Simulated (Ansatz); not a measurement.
## Nb wire along [100], 25 atoms a period: bands along the axis

Aim: is the Nb wire along [100], 25 atoms a period a metal or a semiconductor?

Main program and level: Ansatz 0.2.0; DFT PBE, plane waves, PAW; relaxation of a wire's period; PAW set soft_1, in the first sound run; inputs show where later runs differ.

## 1. Starting point

The cell holds 25 atoms: 25 Nb. Cell: a = 20.040 Å, b = 20.040 Å, c = 3.310 Å, α = 90.0°, β = 90.0°, γ = 90.0°. Vacuum lies along a and b. The structure's axis is c.

## 2. Relaxing the period

Band widths follow the bond lengths, so the wire is relaxed first. The atoms and the third cell vector are free; the box across stays fixed as vacuum. A Fermi-Dirac smearing is set since the result may be a metal. The pressure printed is a third of the stress's trace over the whole box, vacuum included; only the stress along the axis is relaxed.

input.yaml reads:

```yaml
crystal:
  lattice:
    - [20.04, 0.0, 0.0]
    - [0.0, 20.04, 0.0]
    - [0.0, 0.0, 3.31]
  atoms:
    - { symbol: Nb, position: [0.169660679, 0.5, 0.0] }
    - { symbol: Nb, position: [0.334830339, 0.334830339, 0.0] }
    - { symbol: Nb, position: [0.334830339, 0.5, 0.0] }
    - { symbol: Nb, position: [0.334830339, 0.665169661, 0.0] }
    - { symbol: Nb, position: [0.5, 0.169660679, 0.0] }
    - { symbol: Nb, position: [0.5, 0.334830339, 0.0] }
    - { symbol: Nb, position: [0.5, 0.5, 0.0] }
    - { symbol: Nb, position: [0.5, 0.665169661, 0.0] }
    - { symbol: Nb, position: [0.5, 0.830339321, 0.0] }
    - { symbol: Nb, position: [0.665169661, 0.334830339, 0.0] }
    - { symbol: Nb, position: [0.665169661, 0.5, 0.0] }
    - { symbol: Nb, position: [0.665169661, 0.665169661, 0.0] }
    - { symbol: Nb, position: [0.830339321, 0.5, 0.0] }
    - { symbol: Nb, position: [0.252245509, 0.41741517, 0.5] }
    - { symbol: Nb, position: [0.252245509, 0.58258483, 0.5] }
    - { symbol: Nb, position: [0.41741517, 0.252245509, 0.5] }
    - { symbol: Nb, position: [0.41741517, 0.41741517, 0.5] }
    - { symbol: Nb, position: [0.41741517, 0.58258483, 0.5] }
    - { symbol: Nb, position: [0.41741517, 0.747754491, 0.5] }
    - { symbol: Nb, position: [0.58258483, 0.252245509, 0.5] }
    - { symbol: Nb, position: [0.58258483, 0.41741517, 0.5] }
    - { symbol: Nb, position: [0.58258483, 0.58258483, 0.5] }
    - { symbol: Nb, position: [0.58258483, 0.747754491, 0.5] }
    - { symbol: Nb, position: [0.747754491, 0.41741517, 0.5] }
    - { symbol: Nb, position: [0.747754491, 0.58258483, 0.5] }
kpoints:
  mp_grid: { grid: [1, 1, 25] }
scf:
  occupations: { method: fermi_dirac, width: 0.05 }
hamiltonian:
  xc: pbe
  pseudopotentials: { kind: paw, azcp: { folder: soft_1 } }
relax:
  cell: { fix: [a, b, alpha, beta, gamma] }
  max_steps: 45
  f_tol: 0.03
```

Launch:

```
ansatz run input.yaml --threads 16 --pin off --max-ram 61440MiB --backend cuda --events-out ev --progress --plain --runs-dir out --max-vram 78GiB
```

Numbers of over 12 decimals in the logs are rounded to 6 here.

The program printed:

```text
Engine: ansatz 0.2.0, aarch64-unknown-linux-gnu
Pseudopotentials: kind: paw
Pseudopotential: Nb, paw, valence charge 13, recommended cutoff 420 eV (normal), soft_1/Nb.paw.azcp
Functional definition: PBE
  parameter kappa = 0.804
  parameter beta = 0.066725
  exchange = pbe_x(kappa = kappa, mu = beta*pi^2/3)
  correlation = pbe_c(beta = beta)
[...]
Crystal: 25 atoms, lattice volume = 1329.301 Å³
Basis set: ecut = 420 eV, 26075 PW (Γ), exchange–correlation on 270×270×48 points (8 copies of the dense FFT grid, shifted against one another)
Bands: 195, of which v1, the nominal top of the filled ones, is band 163 counted from 1 (162 counted from 0)
Symmetry: 16 space group operations
Space group: P4/mmm (ITA 123), of the structure as read, at distance tolerance 1.1e-4 Å
k-points: 13 of 25
Non-local potential: Nb, projectors of the file, l = 0: 3, l = 1: 2, l = 2: 2, l = 3: 1
PAW form: soft (Blöchl's): semilocal exchange-correlation on the pseudo side does not see the compensation charge
PAW one-centre angular grid: Nb, 590 points (default); XC on 64 Gauss nodes
Initial density: superposition of atomic densities (neutral atoms: chi_scale 0, normalization atom)
Initial wavefunctions: pseudopotential atomic-orbital guess
[...]
Functional: x = pbe(κ = 0.804, μ = 0.219515), c = pbe(β = 0.066725)
SCF iter   1: F=—  HF=-113816.420967 eV  |F-HF|=—  |Δ(HF+E_count)|=         —  Δρ=5.57e-2  dr2=4.10e2  ethr=3.10e-3  ⟨swp⟩=11.9  Hψ=12806  notcnv=0  defer=10
preconditioner: auto → LDOS  [metal: Δε(μ)=0.020 eV  Ē_g=3.621 eV  σ=0.050 eV  W_gap=0.10  n_scr=218 (ndim 8)  ℏωp=11.4 eV  f_vac=0.532  D(μ)=29.61/eV (n_scr^D=162)  β→1.0]
SCF iter   2: F=—  HF=-113804.896312 eV  |F-HF|=—  |Δ(HF+E_count)|=    1.15e1  Δρ=5.52e-2  dr2=6.01e2  ethr=3.10e-3  ⟨swp⟩=7.2  Hψ=8488  notcnv=0  defer=99
[...]
SCF iter  13: F=-113786.833407 eV  HF=-113786.833407 eV  |F-HF|=6.11e-10  |Δ(HF+E_count)|=   3.10e-8  Δρ=4.98e-7  dr2=4.10e-9  ethr=3.08e-11  ⟨swp⟩=4.8  Hψ=7410  notcnv=0
SCF 1 converged in 13 iterations: F = -113786.833407 eV  dr2 = 4.10e-9
  greatest PAW one-centre occupation: 0.998 electrons in one spin orbital (limit 2), on the Nb atom at site 6 (counted from 0), in its partial waves of l = 0
relax step   1: F+E_penalty+E_count = -113786.83340695 eV  Δ(F+E_penalty+E_count) = +0.000e0 eV  max|allowed force component| = 2.220e0 eV/Å  Δτ_max = 0.0000 Å  P = -3.709 GPa  Ω = 1329.301 Å³  fix = [a, b, alpha, beta, gamma]  reactions: a -3.407, b -3.407 GPa  (13 SCF iters, dr2 threshold 1.00e-7 eV, accepted)
[...]
Crystal: 25 atoms, lattice volume = 1292.195 Å³
Basis set: ecut = 420 eV, 25371 PW (Γ), exchange–correlation on 270×270×48 points (8 copies of the dense FFT grid, shifted against one another)
[...]
iter 1 solved again at ethr=1.47e-3 eV; its pass at ethr=3.10e-3 eV (dr2=4.76e0 eV) is discarded
SCF iter   1: F=—  HF=-113789.170738 eV  |F-HF|=—  |Δ(HF+E_count)|=         —  Δρ=1.04e-2  dr2=4.81e0  ethr=1.47e-3  ⟨swp⟩=2.8  Hψ=13547  notcnv=0
preconditioner: auto → LDOS  [metal: Δε(μ)=0.004 eV  Ē_g=3.040 eV  σ=0.050 eV  W_gap=0.02  n_scr=202 (ndim 8)  ℏωp=11.5 eV  f_vac=0.553  D(μ)=41.44/eV (n_scr^D=322)  β→1.0]
SCF iter   2: F=—  HF=-113788.835873 eV  |F-HF|=—  |Δ(HF+E_count)|=   3.35e-1  Δρ=4.52e-3  dr2=9.50e-1  ethr=1.47e-3  ⟨swp⟩=3.8  Hψ=4110  notcnv=0  defer=9
[...]
SCF iter   8: F=-113788.753594 eV  HF=-113788.753592 eV  |F-HF|=1.17e-6  |Δ(HF+E_count)|=   7.40e-6  Δρ=6.82e-6  dr2=7.50e-7  ethr=7.69e-10  ⟨swp⟩=5.0  Hψ=8459  notcnv=0
SCF 2 converged in 8 iterations: F = -113788.753594 eV  dr2 = 7.50e-7
  greatest PAW one-centre occupation: 0.998 electrons in one spin orbital (limit 2), on the Nb atom at site 10 (counted from 0), in its partial waves of l = 0
relax step   2: F+E_penalty+E_count = -113788.75359352 eV  Δ(F+E_penalty+E_count) = -1.920e0 eV  max|allowed force component| = 4.695e-1 eV/Å  Δτ_max = 0.1949 Å  P = -0.647 GPa  Ω = 1292.195 Å³  energy of the carried Pulay correction = +1.651e-3 eV  fix = [a, b, alpha, beta, gamma]  reactions: a -0.618, b -0.618 GPa  (8 SCF iters, dr2 threshold 2.50e-6 eV, accepted)
[...]
Crystal: 25 atoms, lattice volume = 1285.841 Å³
[...]
SCF 3 converged in 7 iterations: F = -113788.859120 eV  dr2 = 1.69e-6
[...]
SCF 4 converged in 8 iterations: F = -113788.861645 eV  dr2 = 5.18e-8
[...]
SCF 5 converged in 7 iterations: F = -113788.870948 eV  dr2 = 2.29e-7
[...]
SCF 6 converged in 6 iterations: F = -113788.879723 eV  dr2 = 1.00e-6
[...]
SCF 7 converged in 6 iterations: F = -113788.878037 eV  dr2 = 2.35e-10
[...]
SCF converged after 6 iterations
[...]
k-point 12: bands = ["-50.7951", "-50.7951", "-50.7951", "-50.7950", "-50.7396", "-50.7393", "-50.7393", "-50.7391", "-50.6696", "-50.6696", "-50.6696", "-50.6695", "-50.6563", "-50.6562", "-50.6562", "-50.6562", "-50.4764", "-50.4530", "-50.4530", "-50.4517", "-50.4467", "-50.4356", "-50.4290", "-50.4290", "-50.4215", "-27.6685", "-27.6279", "-27.6279", "-27.5772", "-27.5497", "-27.5497", "-27.5345", "-27.5022", " [...]
--- Relaxed structure (6 steps of the walk, 6 accepted, 1 SCFs on fresh bases) ---
  F+E_penalty+E_count = -113788.87803682 eV   max|allowed force component| = 9.463e-3 eV/Å   (the final SCF, on the basis selected at the relaxed cell)
  cell:  # Å, volume = 1290.8957 Å³
    - [20.04, 0.0, 0.0]
    - [0.0, 20.04, 0.0]
    - [0.0, 0.0, 3.214369]
  atoms:
    - { symbol: Nb, position: [0.184189, 0.5, 0.0] }
    - { symbol: Nb, position: [0.335757, 0.335757, 0.0] }
    - { symbol: Nb, position: [0.337185, 0.5, 0.0] }
    - { symbol: Nb, position: [0.335757, 0.664243, 0.0] }
    - { symbol: Nb, position: [0.5, 0.184189, 0.0] }
    - { symbol: Nb, position: [0.5, 0.337185, 0.0] }
    - { symbol: Nb, position: [0.5, 0.5, 0.0] }
    - { symbol: Nb, position: [0.5, 0.662815, 0.0] }
    - { symbol: Nb, position: [0.5, 0.815811, 0.0] }
    - { symbol: Nb, position: [0.664243, 0.335757, 0.0] }
    - { symbol: Nb, position: [0.662815, 0.5, 0.0] }
    - { symbol: Nb, position: [0.664243, 0.664243, 0.0] }
    - { symbol: Nb, position: [0.815811, 0.5, 0.0] }
    - { symbol: Nb, position: [0.253829, 0.419358, 0.5] }
    - { symbol: Nb, position: [0.253829, 0.580642, 0.5] }
    - { symbol: Nb, position: [0.419358, 0.253829, 0.5] }
    - { symbol: Nb, position: [0.416683, 0.416683, 0.5] }
    - { symbol: Nb, position: [0.416683, 0.583317, 0.5] }
    - { symbol: Nb, position: [0.419358, 0.746171, 0.5] }
    - { symbol: Nb, position: [0.580642, 0.253829, 0.5] }
    - { symbol: Nb, position: [0.583317, 0.416683, 0.5] }
    - { symbol: Nb, position: [0.583317, 0.583317, 0.5] }
    - { symbol: Nb, position: [0.580642, 0.746171, 0.5] }
    - { symbol: Nb, position: [0.746171, 0.419358, 0.5] }
    - { symbol: Nb, position: [0.746171, 0.580642, 0.5] }
```

Run time: 11 s. Hardware: 1 × NVIDIA GB200 with 16 threads of Arm Neoverse V2, shared host; peak memory 1.3 GiB; 65 s of CPU time.

Step by step:

| step | energy less that of the first step (eV) | largest force component (eV/Å) | pressure (GPa) | volume (Å³) |
| --- | --- | --- | --- | --- |
| 1 | 0.0000 | 2.2202 | -3.71 | 1329.30 |
| 2 | -1.9202 | 0.4695 | -0.65 | 1292.19 |
| 3 | -2.0257 | 0.1075 | 0.23 | 1285.84 |
| 4 | -2.0282 | 0.1296 | -0.02 | 1290.43 |
| 5 | -2.0375 | 0.1790 | -0.16 | 1290.66 |
| 6 | -2.0463 | 0.0093 | 0.01 | 1290.90 |
| 7 | -2.0446 | 0.0095 | 0.01 | 1290.90 |

The log counts 1 steps on a newly chosen plane-wave basis, not all of them marked here; energy and pressure can jump at such steps.

Forces are held to the 16 operations that the run works with; a distortion that breaks them can't arise in this run.

| cell as run | before | after | change |
| --- | --- | --- | --- |
| c (Å) | 3.310 | 3.214 | -2.9 % |

The atoms that moved most (Å, along periodic axes as changes of fractional coordinates times the final cell, across vacuum about the mean position):

| atom | dx | dy | dz | length |
| --- | --- | --- | --- | --- |
| Nb1 | 0.291 | 0.000 | 0.000 | 0.291 |
| Nb5 | 0.000 | 0.291 | 0.000 | 0.291 |
| Nb9 | 0.000 | -0.291 | 0.000 | 0.291 |
| Nb13 | -0.291 | 0.000 | 0.000 | 0.291 |
| Nb25 | -0.032 | -0.039 | 0.000 | 0.050 |
| Nb23 | -0.039 | -0.032 | 0.000 | 0.050 |
| Nb20 | -0.039 | 0.032 | 0.000 | 0.050 |
| Nb15 | 0.032 | -0.039 | 0.000 | 0.050 |

This step gave:

```
energy at zero smearing    : -113788.7177 eV
cell length along the wire : 3.214 Å
```

The cell's length comes to 3.214 Å with spin left out.

## 3. The perfect wire

This step: DFT PBE, plane waves, PAW; bands of a perfect wire; PAW set soft_1 (Ansatz 0.2.0).

At the relaxed period the bands are computed along the axis; those that cross an energy going forward count the channels that a perfect wire would open there.

input.yaml reads:

```yaml
crystal:
  lattice:
    - [20.04, 0.0, 0.0]
    - [0.0, 20.04, 0.0]
    - [0.0, 0.0, 3.2143688592]
  atoms:
    - { symbol: Nb, position: [0.184188893, 0.5, 0.0] }
    - { symbol: Nb, position: [0.335757081, 0.335757081, 0.0] }
    - { symbol: Nb, position: [0.337184798, 0.5, 0.0] }
    - { symbol: Nb, position: [0.335757081, 0.664242919, 0.0] }
    - { symbol: Nb, position: [0.5, 0.184188893, 0.0] }
    - { symbol: Nb, position: [0.5, 0.337184798, 0.0] }
    - { symbol: Nb, position: [0.5, 0.5, 0.0] }
    - { symbol: Nb, position: [0.5, 0.662815202, 0.0] }
    - { symbol: Nb, position: [0.5, 0.815811107, 0.0] }
    - { symbol: Nb, position: [0.664242919, 0.335757081, 0.0] }
    - { symbol: Nb, position: [0.662815202, 0.5, 0.0] }
    - { symbol: Nb, position: [0.664242919, 0.664242919, 0.0] }
    - { symbol: Nb, position: [0.815811107, 0.5, 0.0] }
    - { symbol: Nb, position: [0.253829351, 0.419358153, 0.5] }
    - { symbol: Nb, position: [0.253829351, 0.580641847, 0.5] }
    - { symbol: Nb, position: [0.419358153, 0.253829351, 0.5] }
    - { symbol: Nb, position: [0.416683442, 0.416683442, 0.5] }
    - { symbol: Nb, position: [0.416683442, 0.583316558, 0.5] }
    - { symbol: Nb, position: [0.419358153, 0.746170649, 0.5] }
    - { symbol: Nb, position: [0.580641847, 0.253829351, 0.5] }
    - { symbol: Nb, position: [0.583316558, 0.416683442, 0.5] }
    - { symbol: Nb, position: [0.583316558, 0.583316558, 0.5] }
    - { symbol: Nb, position: [0.580641847, 0.746170649, 0.5] }
    - { symbol: Nb, position: [0.746170649, 0.419358153, 0.5] }
    - { symbol: Nb, position: [0.746170649, 0.580641847, 0.5] }
kpoints:
  mp_grid: { grid: [1, 1, 25] }
  band_path: { path: ["Γ", Z], npoints: 90 }
scf:
  occupations: { method: fermi_dirac, width: 0.05 }
hamiltonian:
  xc: pbe
  pseudopotentials: { kind: paw, azcp: { folder: soft_1 } }
output:
  dos: { e_range: [-5, 4] }
  write_potential: true
  write_density: true
  volumetric_format: npy
```

The program printed:

```text
[...]
Crystal: 25 atoms, lattice volume = 1290.896 Å³
Basis set: ecut = 420 eV, 25323 PW (Γ)
Bands: 195, of which v1, the nominal top of the filled ones, is band 163 counted from 1 (162 counted from 0)
[... 1 set-up line as in the run before ...]
[...]
k-points: 13 of 25
[...]
SCF iter   1: F=—  HF=-113816.569379 eV  |F-HF|=—  |Δ(HF+E_count)|=         —  Δρ=5.34e-2  dr2=3.27e2  ethr=3.10e-3  ⟨swp⟩=11.6  Hψ=12409  notcnv=0  defer=23
[...]
SCF iter   6: F=—  HF=-113788.878348 eV  |F-HF|=—  |Δ(HF+E_count)|=   7.02e-3  Δρ=7.52e-4  dr2=2.37e-2  ethr=9.39e-5  ⟨swp⟩=2.0  Hψ=3575  notcnv=0  defer=92
[...]
SCF iter  10: F=—  HF=-113788.878445 eV  |F-HF|=—  |Δ(HF+E_count)|=   1.81e-3  Δρ=7.94e-6  dr2=1.03e-6  ethr=3.60e-9  ⟨swp⟩=3.0  Hψ=4293  notcnv=0  defer=92
[...]
SCF iter  12: F=-113788.878447 eV  HF=-113788.878447 eV  |F-HF|=1.52e-8  |Δ(HF+E_count)|=   1.32e-7  Δρ=9.18e-7  dr2=1.55e-8  ethr=3.08e-11  ⟨swp⟩=19.8  Hψ=9713  notcnv=0
SCF 1 converged in 12 iterations: F = -113788.878447 eV  dr2 = 1.55e-8
[...]
NSCF: frozen V_eff on 91 k-points
[...]
SCF converged after 12 iterations
[...]
```

Elapsed: 11 s, on 1 × NVIDIA GB200 with 16 threads; peak memory 2.2 GiB; 1.9 min of CPU time.

This step gave:

```yaml
energy_at_zero_smearing: -113788.7181 eV
band_gap: 0 eV
```

The electronic bands at the labelled points (eV, zero at the Fermi level; # counts the bands kept):

| point | #44 | #45 | #46 | #47 | #48 | #49 | #50 | #51 |
| --- | --- | --- | --- | --- | --- | --- | --- | --- |
| Γ | 0.03 | 0.09 | 0.09 | 0.10 | 0.16 | 0.28 | 0.30 | 0.30 |
| halfway | -0.41 | -0.40 | -0.35 | -0.35 | -0.34 | -0.26 | -0.22 | -0.17 |
| Z | 0.07 | 0.12 | 0.12 | 0.14 | 0.19 | 0.26 | 0.26 | 0.30 |

Between Γ and Z the bands cross the Fermi level 30 times, so a perfect wire would conduct at least 30 G₀, with spin left out.

## 4. Outcome

```yaml
cell_length_pbe: 3.214 Å
ballistic_conductance_by_band_crossings_a_lower_bound_pbe: 30 G₀
```

Under PBE the cell's length is 3.21 Å, and the bands cross the Fermi level 30 times between Γ and Z, which gives a perfect wire at least 30 G₀ (opposite crossings within one step of the path cancel in such a count). No spin was allowed, though thin wires with open d shells can turn magnetic.

[Logs are printed without paths, hosts, clocks, repeated set-up lines and the standing remarks that a program may print on its own settings, such as how far it seeks lower states.]

[Hosts, paths, dates, database ids (printed as entryN), source tags and the programs' standing remarks are cut or masked in the printed files.]
